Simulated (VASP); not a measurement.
Input of a VASP 6.6.1 run:

The input INCAR:

```
SYSTEM = CdO
PREC = Accurate ; ENCUT = 900
EDIFF = 1E-7 ; ISMEAR = 0
SIGMA = 0.02 ; LREAL = .FALSE.
LASPH = .TRUE. ; NELM = 100
ALGO = Normal ; ISIF = 2
LWAVE = .FALSE. ; LCHARG = .FALSE.
GGA = PE ; NBANDS = 16
```

KPOINTS

```
regular mesh
0
G
  12 12 12
  0 0 0
```

Contents of POSCAR:

```
CdO                                     
1.0
    0.0000000000      2.3891683307      2.3891683307
    2.3891683307      0.0000000000      2.3891683307
    2.3891683307      2.3891683307      0.0000000000
  Cd              O             
     1     1
Direct
     0.0000000000000000    0.0000000000000000    0.0000000000000000
     0.5000000000000000    0.5000000000000000    0.5000000000000000
```

The input KPOINTS_OPT:

```
path GXWKGLUWLK,UX
15
line-mode
reciprocal
 0.0000000000  0.0000000000  0.0000000000  G
 0.5000000000  0.0000000000  0.5000000000  X

 0.5000000000  0.0000000000  0.5000000000  X
 0.5000000000  0.2500000000  0.7500000000  W

 0.5000000000  0.2500000000  0.7500000000  W
 0.3750000000  0.3750000000  0.7500000000  K

 0.3750000000  0.3750000000  0.7500000000  K
 0.0000000000  0.0000000000  0.0000000000  G

 0.0000000000  0.0000000000  0.0000000000  G
 0.5000000000  0.5000000000  0.5000000000  L

 0.5000000000  0.5000000000  0.5000000000  L
 0.6250000000  0.2500000000  0.6250000000  U

 0.6250000000  0.2500000000  0.6250000000  U
 0.5000000000  0.2500000000  0.7500000000  W

 0.5000000000  0.2500000000  0.7500000000  W
 0.5000000000  0.5000000000  0.5000000000  L

 0.5000000000  0.5000000000  0.5000000000  L
 0.3750000000  0.3750000000  0.7500000000  K

 0.6250000000  0.2500000000  0.6250000000  U
 0.5000000000  0.0000000000  0.5000000000  X
```

Potentials or basis: VASP PAW PBE potentials, release 64 (Cd, O_h).

Launch:

```bash
$ cat potpaw_PBE.64/Cd/POTCAR potpaw_PBE.64/O_h/POTCAR > POTCAR
$ mpirun -np 1 vasp_std > vasp.out
```

Task: What does it give for the band gap along the path?

Result: None (metal or under the smearing width).

Task: What does it give for the pressure?

Result: 0.0 GPa.

Levels at the corners of the path, in eV from the Fermi level:
| point | band 6 | band 7 | band 8 | band 9 | band 10 | band 11 | band 12 | band 13 |
| --- | --- | --- | --- | --- | --- | --- | --- | --- |
| Γ | -6.37 | -1.16 | -1.16 | -1.16 | -0.54 | 14.90 | 16.67 | 16.67 |
| X | -5.78 | -3.99 | -2.08 | -2.08 | 3.66 | 8.33 | 11.03 | 12.92 |
| X | -5.78 | -3.99 | -2.08 | -2.08 | 3.66 | 8.33 | 11.03 | 12.92 |
| W | -5.86 | -2.78 | -2.78 | -1.78 | 5.69 | 8.74 | 8.74 | 10.39 |
| W | -5.86 | -2.78 | -2.78 | -1.78 | 5.69 | 8.74 | 8.74 | 10.39 |
| K | -6.01 | -3.17 | -2.71 | -1.16 | 5.16 | 8.41 | 8.45 | 12.54 |
| K | -6.01 | -3.17 | -2.71 | -1.16 | 5.16 | 8.41 | 8.45 | 12.54 |
| Γ | -6.37 | -1.16 | -1.16 | -1.16 | -0.54 | 14.90 | 16.67 | 16.67 |
| Γ | -6.37 | -1.16 | -1.16 | -1.16 | -0.54 | 14.90 | 16.67 | 16.67 |
| L | -6.15 | -3.70 | -0.02 | -0.02 | 4.40 | 6.95 | 11.68 | 11.68 |
| L | -6.15 | -3.70 | -0.02 | -0.02 | 4.40 | 6.95 | 11.68 | 11.68 |
| U | -6.01 | -3.17 | -2.71 | -1.16 | 5.16 | 8.41 | 8.45 | 12.54 |
| U | -6.01 | -3.17 | -2.71 | -1.16 | 5.16 | 8.41 | 8.45 | 12.54 |
| W | -5.86 | -2.78 | -2.78 | -1.78 | 5.69 | 8.74 | 8.74 | 10.39 |
| W | -5.86 | -2.78 | -2.78 | -1.78 | 5.69 | 8.74 | 8.74 | 10.39 |
| L | -6.15 | -3.70 | -0.02 | -0.02 | 4.40 | 6.95 | 11.68 | 11.68 |
| L | -6.15 | -3.70 | -0.02 | -0.02 | 4.40 | 6.95 | 11.68 | 11.68 |
| K | -6.01 | -3.17 | -2.71 | -1.16 | 5.16 | 8.41 | 8.45 | 12.54 |
| U | -6.01 | -3.17 | -2.71 | -1.16 | 5.16 | 8.41 | 8.45 | 12.54 |
| X | -5.78 | -3.99 | -2.08 | -2.08 | 3.66 | 8.33 | 11.03 | 12.92 |

Caveat: the cutoff is under 1.25 times the usual one of these potentials, so pressure, stress and relaxed cells hold a basis-set (Pulay) error; this crystal is a semiconductor, whose small gap the functional closes, so the metal is an error of the method.
